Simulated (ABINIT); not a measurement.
The system is Sb.

```xyz
1
Lattice="-1.8713 1.8713 1.8713 1.8713 -1.8713 1.8713 1.8713 1.8713 -1.8713" Properties=species:S:1:pos:R:3 pbc="T T T"
Sb    0.0000    0.0000    0.0000
```

This isn't the form of Sb at room conditions, which is rhombohedral.

| Item | Value |
| --- | --- |
| Program | ABINIT 10.8.3 (patched build) |
| Task | relaxation of cell and atoms |
| Functional | LDA |
| Potentials or basis | JTH PAW LDA v2.0 |
| Cutoff | 435 eV |
| k mesh | 8 × 8 × 8 |
| Occupations | fermi-dirac, width 0.05 eV |
| Spin | no spin polarisation |

At the start: pressure -2.2 GPa; volume 26.21 Å³/atom.

Q: Where does the relaxation end?

A: Over 5 steps the energy falls by 6.1 meV/atom and the volume is 25.35 Å³/atom (-3.3 %); space group Im-3m (No. 229, to 0.05 Å).

Step by step:
| step | energy change (eV) | largest force (eV/Å) | pressure (GPa) | volume (Å³) |
| --- | --- | --- | --- | --- |
| 1 | 0.0000 | 0.0000 | -2.16 | 26.21 |
| 2 | -0.0021 | 0.0000 | -1.77 | 26.04 |
| 3 | -0.0060 | 0.0000 | 0.18 | 25.29 |
| 4 | -0.0061 | 0.0000 | -0.01 | 25.35 |
| 5 | -0.0061 | 0.0000 | 0.00 | 25.35 |

Final structure:
```
Sb
1.0
    -1.85058    1.85058    1.85058
     1.85058   -1.85058    1.85058
     1.85058    1.85058   -1.85058
Sb
1
Direct
  0.00000 0.00000 0.00000
```
